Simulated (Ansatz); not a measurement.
Ca: energy change per atom and pressure against volume scale

All results are calculated (Ansatz 0.2.0). Plane-wave DFT, scalar-relativistic PAW made under PBE with cores redone for the functional, no dispersion; the given relaxed cell is scaled uniformly, energy at zero smearing counts from the unscaled cell, pressure at the given Fermi-Dirac smearing is positive in compression.

The cell before it is scaled or strained (space group P6/mmm, No. 191):
```
CELL_PARAMETERS angstrom
6.28270 0.00000 0.00000
-3.14140 5.44100 0.00000
0.00000 0.00000 3.74800
ATOMIC_POSITIONS crystal
Ca 0.00000 0.00000 0.00000
Ca 0.33333 0.66667 0.50000
Ca 0.66667 0.33333 0.50000
```

Settings of every row: spin polarised no; functional PBE; wave cutoff 420 eV; smearing width 0.1 eV; k mesh 7x7x10.

Atom starting moment: 0 on all atoms.

Limits: the cell comes from a prototype or a list of computed structures and needn't be the stable phase.

| row | volume scale | V (Å³/atom) | energy change per atom (meV) | pressure (GPa) |
| --- | --- | --- | --- | --- |
| 1 | 0.88 | 37.583 | 39.59 | 2.63 |
| 2 | 0.92 | 39.291 | ? | ? |
| 3 | 0.96 | 40.999 | 4.22 | 0.74 |
| 4 | 1.04 | 44.416 | 3.02 | -0.62 |
| 5 | 1.08 | 46.124 | 12.18 | -1.14 |
| 6 | 1.12 | 47.832 | 26.53 | -1.58 |

Question: what energy change per atom and pressure should row 2 give?

Worked fit of energy change per atom. Take u = (V_r/V)^(2/3) − 1 with V_r = 44.416 Å³ an atom, which is twice the finite (Eulerian) strain; such expansions in the strain, on which the Birch-Murnaghan equation of state is built, carry the rest volume and the bulk modulus. The shown rows have u = 0.1178, 0.05482, 0, -0.02484, -0.0482. Least squares give energy change per atom = 3.287 − 248.895 × u + 4736.52 × u² meV; a straight line predicts inner rows, each left out in turn, worse (root mean square 16 against 0.57 meV). The rows lie off it by -0.11, 0.34, -0.27, -0.21, 0.24 (root mean square 0.25 meV). The withheld row has u = 0.08517, so the fit gives 3.287 − 248.895 × (0.08517) + 4736.52 × (0.08517)² = 16.45 meV.

The calculation gave 16.95 meV. The fit lies 0.50 meV (2.9 % of the value, 1.4 % of the column's range) below it; its largest miss of a shown row is 0.34 meV.

Worked fit of pressure. Take u = (V_r/V)^(2/3) − 1 with V_r = 44.416 Å³ an atom, which is twice the finite (Eulerian) strain; such expansions in the strain, on which the Birch-Murnaghan equation of state is built, carry the rest volume and the bulk modulus. The shown rows have u = 0.1178, 0.05482, 0, -0.02484, -0.0482. Least squares give pressure = −0.617 + 22.202 × u + 45.55 × u² GPa; a straight line predicts inner rows, each left out in turn, worse (root mean square 0.15 against 0.0049 GPa). All shown rows lie on it to the printed digit. The pressure vanishes at u = 0.0264, or V = 42.72 Å³ an atom, and there the bulk modulus at fixed shape and fractions is B = −V dP/dV = (2/3)(1 + u) dP/du = 16.8 GPa. Letting shape and atoms relax would as a rule lower it, by much in layered, chain or molecular crystals. The withheld row has u = 0.08517, so the fit gives −0.617 + 22.202 × (0.08517) + 45.55 × (0.08517)² = 1.60 GPa.

The calculation gave 1.61 GPa. The fit lies 0.01 GPa (0.24 % of the column's range) below it, one unit of the last digit.
